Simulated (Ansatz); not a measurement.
Consider InCuS₂ in the chalcopyrite structure (space group I-42d, No. 122; a = 5.577 Å, c = 11.234 Å). Axes: x, y, z lie along a, b, c of the conventional cell.

Calculations: PBE, PAW, 420 eV (Ansatz, a quantum-chemistry and plane-wave program; no spin-orbit coupling).

It is then changed as follows: the cell is scaled by 1.0240 in all directions, atoms relaxed at fixed cell.

Task: Predict the stress tensor and what it implies for the stiffness.

Result: Stress of the strained cell less that of the base (GPa, compression positive):
```
   -3.8     0.0     0.0
    0.0    -3.8     0.0
    0.0     0.0    -3.9
```

Then B = −ΔP/(ΔV/V₀) with ΔV/V₀ = 0.0737 gives secant stiffness values (nonlinear terms included at this strain): B (at held cell shape, above the free-shape value) ≈ 52 GPa.

As a check, the harmonic strain energy −½ V₀ Δσ:ε is 19 meV/atom; the computed energy rise is 21 meV/atom.

Stability against distortions was not tested. The final runs are not spin-polarised.
